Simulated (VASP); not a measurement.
# AgBr (Fm-3m) in VASP: a series of runs, part 2 of 2

VASP 6.6.1. Earlier steps stand in the parts before.

### Step 4. G0W0 quasiparticle levels, PBE

Input file POSCAR:

```
AgBr
1.0
    0.0000000000      2.8701500000      2.8701500000
    2.8701500000      0.0000000000      2.8701500000
    2.8701500000      2.8701500000      0.0000000000
Ag Br
1 1
Direct
    0.0000000000      0.0000000000      0.0000000000
    0.5000000000      0.5000000000      0.5000000000
```

Input file INCAR.step1:

```
SYSTEM = AgBr
  PREC = Accurate
  ENCUT = 500
  EDIFF = 1E-8
  ISMEAR = 0
  SIGMA = 0.01
  LREAL = .FALSE.
  LASPH = .TRUE.
  NELM = 100
  ALGO = Normal
  LWAVE = .TRUE.
  LCHARG = .FALSE.
  GGA = PE
  KPAR = 4
```

Input file INCAR.step2:

```
SYSTEM = AgBr
  PREC = Accurate
  ENCUT = 500
  EDIFF = 1E-8
  ISMEAR = 0
  SIGMA = 0.01
  LREAL = .FALSE.
  LASPH = .TRUE.
  NELM = 1
  ALGO = Exact
  LWAVE = .TRUE.
  LCHARG = .FALSE.
  GGA = PE
  NBANDS = 312
  LOPTICS = .TRUE.
  ISTART = 1
  KPAR = 4
```

Input file INCAR.step3:

```
SYSTEM = AgBr
  PREC = Accurate
  ENCUT = 500
  EDIFF = 1E-8
  ISMEAR = 0
  SIGMA = 0.01
  LREAL = .FALSE.
  LASPH = .TRUE.
  ALGO = EVGW0
  LWAVE = .FALSE.
  LCHARG = .FALSE.
  GGA = PE
  NELMGW = 1
  NBANDS = 312
  ENCUTGW = 200
  NOMEGA = 50
  PRECFOCK = Fast
  ISTART = 1
  NBANDSGW = 17
  KPAR = 4
```

Input file KPOINTS:

```
regular mesh
0
G
  4 4 4
  0 0 0
```

Potentials or basis: VASP PAW PBE potentials, release 64 (Ag_GW, Br_GW).

On the command line:

```console
$ cat potpaw_PBE.64/Ag_GW/POTCAR potpaw_PBE.64/Br_GW/POTCAR > POTCAR
$ cp INCAR.step1 INCAR
$ mpirun -np 4 vasp_std > vasp.out
$ cp INCAR.step2 INCAR
$ mpirun -np 4 vasp_std > vasp.out
$ cp INCAR.step3 INCAR
$ mpirun -np 4 vasp_std > vasp.out
```

OUTCAR:

```text
SYSTEM = AgBr
   PREC = Accurate
   ENCUT = 500
   EDIFF = 1E-8
   ISMEAR = 0
   LREAL = .FALSE.
   LASPH = .TRUE.
   GGA = PE
   NELMGW = 1
   ENCUTGW = 200
   PRECFOCK = Fast
   ISTART = 1

 ion  position               nearest neighbor table
   1  0.000  0.000  0.000-   2 2.87   2 2.87   2 2.87   2 2.87   2 2.87   2 2.87
   2  0.500  0.500  0.500-   1 2.87   1 2.87   1 2.87   1 2.87   1 2.87   1 2.87

  LATTYP: Found a face centered cubic cell.
 ALAT       =     5.7403000000

  Lattice vectors:

 A1 = (   0.0000000000,   2.8701500000,   2.8701500000)
 A2 = (   2.8701500000,   0.0000000000,   2.8701500000)
 A3 = (   2.8701500000,   2.8701500000,   0.0000000000)

Analysis of symmetry for initial positions (statically):
=====================================================================
 Subroutine PRICEL returns:
 Original cell was already a primitive cell.

 Routine SETGRP: Setting up the symmetry group for a
 face centered cubic supercell.

 Subroutine GETGRP returns: Found 48 space group operations
[... 125 lines left out ...]
   GGA     = PE    functional components
   LHFCALC =     T    Hartree Fock is set to
   PRECFOCK=fast      Normal, Fast or Accurate (Low or Medium for compatibility)
   ENCUT4O =  -1.0   cutoff for four orbital integrals eV
   NKREDX  =     1    reduce k-point grid by
   NKREDY  =     1    reduce k-point grid by
   NKREDZ  =     1    reduce k-point grid by
   AEXX    =    1.0000 exact exchange contribution
   HFSCREEN=    0.0000 screening length (either q_TF or 0.3 A-1)
   HFSCREENC=   0.0000 screening length for correlation (either q_TF or 0.3 A-1)
   ENCUTFOCK=  -1.0 apply spherical cutoff to Coloumb kernel
   IVDW    =     0    specifies the selected vdW correction
   LEPSILON=     F    determine dielectric tensor
   LRPA    =     F    only Hartree local field effects (RPA)
   LRPAFORCE           =     F    calculate RPA forces
   ENCUTGW             = 200.0    cutoff for response function in eV
   ENCUTGWSOFT         = 160.0    soft cutoff for Coulomb kernel in GW response function in eV
   ENCUTLF             =  -1.0    cutoff for local field effects
   NELMGW              =     1    number of iterations in solving QP/BSE equation
   NELMHF              =     1    number of iterations in the inner HF iteration
   NKREDLFX            =     1    NKREDLFY  =   1   NKREDLFZ  =   1
 non-spin polarized calculation
 Gauss-broadening in eV      SIGMA  =   0.01
  energy-cutoff  :      500.00
  volume of cell :       47.29
 maximum number of plane-waves:      1243
 NGX is ok and might be reduce to    30
  NGX = 16; NGY = 16; NGZ = 16
   NGX = 15   NGY = 15   NGZ = 15
 maximum number of plane-waves:       308

 QP shifts <psi_nk| G(iteration)W_0 |psi_nk>: iteration 1
 for sc-GW calculations column KS-energies equals QP-energies in previous step
 and V_xc(KS)=  KS-energies - (<T + V_ion + V_H > + <T+V_H+V_ion>^1  + <V_x>^1)

 k-point   1 :       0.0000    0.0000    0.0000
  band No.  KS-energies  QP-energies   sigma(KS)   V_xc(KS)     V^pw_x(r,r')   Z            occupation Imag(sigma)

      1     -11.3857     -12.2626     -14.9742     -13.6581     -21.9578       0.6663       2.0000       0.8587
      2       0.8799      -0.7247     -16.6702     -14.3916     -21.1616       0.7042       2.0000       0.1995
      3       0.8799      -0.7247     -16.6702     -14.3916     -21.1616       0.7042       2.0000       0.1995
      4       0.8799      -0.7247     -16.6702     -14.3916     -21.1616       0.7042       2.0000       0.1995
      5       0.8799      -0.7247     -16.6702     -14.3916     -21.1616       0.7042       2.0000       0.1995
      6       0.8799      -0.7247     -16.6702     -14.3916     -21.1616       0.7042       2.0000       0.1995
[... 143 lines left out ...]
      3      -0.2659      -1.5211     -13.6359     -11.8932     -16.6910       0.7202       2.0000       0.0091
      4      -0.2659      -1.5211     -13.6359     -11.8932     -16.6910       0.7202       2.0000       0.0091
      5       1.2902      -0.3505     -17.1208     -14.8128     -21.5779       0.7109       2.0000       0.1929
      6       1.3031      -0.2929     -17.1710     -14.9150     -21.7117       0.7075       2.0000       0.2034
[... 9 lines left out ...]
     16      16.5089      16.7048      -9.6387      -9.8882      -3.8645       0.7852       0.0000      -0.5300
     17      18.5252      18.7903     -10.0503     -10.3907      -4.3076       0.7789       0.0000      -0.5283
```

OUTCAR.step2:

```text
SYSTEM = AgBr
   PREC = Accurate
   ENCUT = 500
   EDIFF = 1E-8
[... 731 lines left out ...]
  --------------------------------------------------------------------------------------------------------------
     0.00000     7.34122     7.34122     7.34122     0.00000    -0.00000     0.00000
     2.45972     9.99151     9.99151     9.99151     0.00000    -0.00000     0.00000
     4.91945     0.62152     0.62152     0.62152    -0.00000    -0.00000    -0.00000
     7.37917     2.71086     2.71086     2.71086     0.00000     0.00000    -0.00000
     9.83890    -0.62256    -0.62256    -0.62256    -0.00000    -0.00000    -0.00000
    12.29862    -1.81212    -1.81212    -1.81212     0.00000    -0.00000     0.00000
[... 92 lines left out ...]
   241.05304     0.98800     0.98800     0.98800     0.00000     0.00000    -0.00000
   243.51276     0.98825     0.98825     0.98825     0.00000     0.00000    -0.00000
```

Run time: 2.2 min. Hardware: 4 MPI ranks of AMD EPYC 9R45 (Zen 5), shared host; peak memory 0.67 GiB.

What came out:

* Band gap on the k mesh, mean-field level: 0.66 eV, indirect (least direct gap 2.58 eV)
* Quasiparticle gap: 1.92 eV
* Least direct quasiparticle gap: 3.69 eV

Levels at points of the mesh, in eV from the valence-band top:
```tsv
k point	band 6	band 7	band 8	band 9	band 10	band 11	band 12	band 13
(0.00, 0.00, 0.00)	-2.81	-1.93	-1.93	-1.93	0.66	9.91	9.91	9.91
(0.50, 0.00, 0.00)	-2.50	-2.16	0.00	0.00	3.72	6.59	6.76	6.76
(0.50, 0.50, 0.00)	-2.65	-2.40	-2.40	-2.30	1.59	7.05	9.06	11.03
```

Caveat: the k mesh is coarse (spacing up to 0.47 Å⁻¹), so the values aren't converged; bands, screening cutoff and mesh are small and nothing is extrapolated, so the quasiparticle values aren't converged. A k mesh can miss the band edges.

### Step 5. Band structure, HSE06

POSCAR is that of step 4.

Input file INCAR.step1:

```
PREC     = Accurate       # precision mode
ENCUT    = 520            # plane-wave cutoff, eV
EDIFF    = 1E-5           # SCF threshold, eV
ISMEAR   = 0              # smearing method
SIGMA    = 0.02           # smearing width, eV
LREAL    = False          # projectors in reciprocal space
LASPH    = True           # aspherical terms in the spheres
NELM     = 60             # most SCF steps
ALGO     = Normal         # electronic algorithm
ISIF     = 2              # what is computed and relaxed
LWAVE    = True           # write WAVECAR
LCHARG   = False          # write CHGCAR
LMAXMIX  = 4              # l up to which the mixer works
GGA      = PE             # functional
KPAR     = 4
```

Input file INCAR.step2:

```
PREC     = Accurate       # precision mode
ENCUT    = 520            # plane-wave cutoff, eV
EDIFF    = 1E-6           # SCF threshold, eV
ISMEAR   = 0              # smearing method
SIGMA    = 0.02           # smearing width, eV
LREAL    = False          # projectors in reciprocal space
LASPH    = True           # aspherical terms in the spheres
NELM     = 60             # most SCF steps
ALGO     = Normal         # electronic algorithm
ISIF     = 2              # what is computed and relaxed
LWAVE    = False          # write WAVECAR
LCHARG   = False          # write CHGCAR
LMAXMIX  = 4              # l up to which the mixer works
GGA      = PE             # functional
LHFCALC  = True           # exact exchange
HFSCREEN = 0.2            # screening, 1/A
PRECFOCK = Fast         
ISTART   = 1            
KPAR     = 4
```

Input file KPOINTS:

```
regular mesh
0
Gamma
  6 6 6
```

Input file KPOINTS_OPT:

```
path GXWKGLUWLK,UX
8
line-mode
reciprocal
 0.0000000000  0.0000000000  0.0000000000  G
 0.5000000000  0.0000000000  0.5000000000  X

 0.5000000000  0.0000000000  0.5000000000  X
 0.5000000000  0.2500000000  0.7500000000  W

 0.5000000000  0.2500000000  0.7500000000  W
 0.3750000000  0.3750000000  0.7500000000  K

 0.3750000000  0.3750000000  0.7500000000  K
 0.0000000000  0.0000000000  0.0000000000  G

 0.0000000000  0.0000000000  0.0000000000  G
 0.5000000000  0.5000000000  0.5000000000  L

 0.5000000000  0.5000000000  0.5000000000  L
 0.6250000000  0.2500000000  0.6250000000  U

 0.6250000000  0.2500000000  0.6250000000  U
 0.5000000000  0.2500000000  0.7500000000  W

 0.5000000000  0.2500000000  0.7500000000  W
 0.5000000000  0.5000000000  0.5000000000  L

 0.5000000000  0.5000000000  0.5000000000  L
 0.3750000000  0.3750000000  0.7500000000  K

 0.6250000000  0.2500000000  0.6250000000  U
 0.5000000000  0.0000000000  0.5000000000  X
```

Potentials or basis: VASP PAW PBE potentials, release 64 (Ag, Br).

On the command line:

```console
$ cat potpaw_PBE.64/Ag/POTCAR potpaw_PBE.64/Br/POTCAR > POTCAR
$ cp INCAR.step1 INCAR
$ mpirun -np 4 vasp_std > vasp.out
$ cp INCAR.step2 INCAR
$ mpirun -np 4 vasp_std > vasp.out
```

Wall time 12 min (4 MPI ranks of Intel Xeon Platinum 8559C (Emerald Rapids), shared host); peak memory 0.33 GiB.

It converged, with:

```
Free energy             : -6.1086 eV
Pressure                : 1.9 GPa
Band gap on the k mesh  : 2.02 eV, indirect (least direct gap 3.86 eV)
Band gap along the path : 2.02 eV, indirect (least direct gap 3.86 eV)
```

Levels at the corners of the path, in eV from the valence-band top:
| point | band 6 | band 7 | band 8 | band 9 | band 10 | band 11 | band 12 | band 13 |
| --- | --- | --- | --- | --- | --- | --- | --- | --- |
| Γ | -3.32 | -1.85 | -1.85 | -1.85 | 2.02 | 11.33 | 11.33 | 11.33 |
| X | -2.92 | -2.82 | -2.82 | -2.82 | 3.04 | 8.27 | 10.65 | 12.82 |
| X | -2.92 | -2.82 | -2.82 | -2.82 | 3.04 | 8.27 | 10.65 | 12.82 |
| W | -2.91 | -2.64 | -2.64 | -1.62 | 5.26 | 8.67 | 9.06 | 9.06 |
| W | -2.91 | -2.64 | -2.64 | -1.62 | 5.26 | 8.67 | 9.06 | 9.06 |
| K | -2.97 | -2.64 | -2.33 | -1.31 | 4.42 | 8.19 | 9.71 | 10.81 |
| K | -2.97 | -2.64 | -2.33 | -1.31 | 4.42 | 8.19 | 9.71 | 10.81 |
| Γ | -3.32 | -1.85 | -1.85 | -1.85 | 2.02 | 11.33 | 11.33 | 11.33 |
| Γ | -3.32 | -1.85 | -1.85 | -1.85 | 2.02 | 11.33 | 11.33 | 11.33 |
| L | -3.02 | -2.53 | 0.00 | 0.00 | 4.98 | 8.20 | 8.20 | 8.42 |
| L | -3.02 | -2.53 | 0.00 | 0.00 | 4.98 | 8.20 | 8.20 | 8.42 |
| U | -2.97 | -2.64 | -2.33 | -1.31 | 4.42 | 8.19 | 9.71 | 10.81 |
| U | -2.97 | -2.64 | -2.33 | -1.31 | 4.42 | 8.19 | 9.71 | 10.81 |
| W | -2.91 | -2.64 | -2.64 | -1.62 | 5.26 | 8.67 | 9.06 | 9.06 |
| W | -2.91 | -2.64 | -2.64 | -1.62 | 5.26 | 8.67 | 9.06 | 9.06 |
| L | -3.02 | -2.53 | 0.00 | 0.00 | 4.98 | 8.20 | 8.20 | 8.42 |
| L | -3.02 | -2.53 | 0.00 | 0.00 | 4.98 | 8.20 | 8.20 | 8.42 |
| K | -2.97 | -2.64 | -2.33 | -1.31 | 4.42 | 8.19 | 9.71 | 10.81 |
| U | -2.97 | -2.64 | -2.33 | -1.31 | 4.42 | 8.19 | 9.71 | 10.81 |
| X | -2.92 | -2.82 | -2.82 | -2.82 | 3.04 | 8.27 | 10.65 | 12.82 |

Caveat: the PAW data sets were made with another functional, which shifts forces and pressure a little.

### Step 6. For comparison

An earlier run on the cell as given: functional PBE; potentials or basis VASP PAW PBE potentials, release 64 (Ag, Br); cutoff 520 eV; k mesh 8 × 8 × 8; occupations fermi-dirac, width 0.05 eV; no spin polarisation.

- Pressure: 2.3 GPa
- Band gap on the k mesh: 0.67 eV, indirect (least direct gap 2.61 eV)

### Step 7. The runs side by side

```tsv
task	level	potentials or basis	spin	k mesh	cutoff (eV)	smearing	ladder	GW scheme	GW iterations	cutoff of the response function	frequency points	mesh quality	gap on the mesh (eV)	pressure (GPa)
band structure	LDA	VASP PAW LDA potentials, release 64 (Ag, Br)	SOC, no magnetisation	6 × 6 × 6	520	gaussian 0.02 eV	gaps	-	-	-	-	not flagged	-	-
band structure	r2SCAN	VASP PAW PBE potentials, release 64 (Ag, Br)	SOC, no magnetisation	6 × 6 × 6	520	gaussian 0.02 eV	gaps	-	-	-	-	not flagged	-	1.1
G0W0 quasiparticle levels	PBE	VASP PAW PBE potentials, release 64 (Ag_GW, Br_GW)	off	4 × 4 × 4	500	gaussian 0.01 eV	gaps	G0W0	1	200	50	coarse	-	-
band structure	HSE06	VASP PAW PBE potentials, release 64 (Ag, Br)	off	6 × 6 × 6	520	gaussian 0.02 eV	free	-	-	-	-	not flagged	2.02	1.9
single point	PBE	VASP PAW PBE potentials, release 64 (Ag, Br)	off	8 × 8 × 8	520	fermi-dirac 0.05 eV	-	-	-	-	-	not flagged	0.67	2.3
```

Alike in all rows: cell as given.

Caveats: some runs use coarse meshes; the PAW data sets were made with another functional, which shifts forces and pressure a little (some runs); bands, screening cutoff and mesh are small and nothing is extrapolated, so the quasiparticle values aren't converged (some runs).

Total energies depend on the potentials used, so only differences within one code and one set of settings carry meaning.
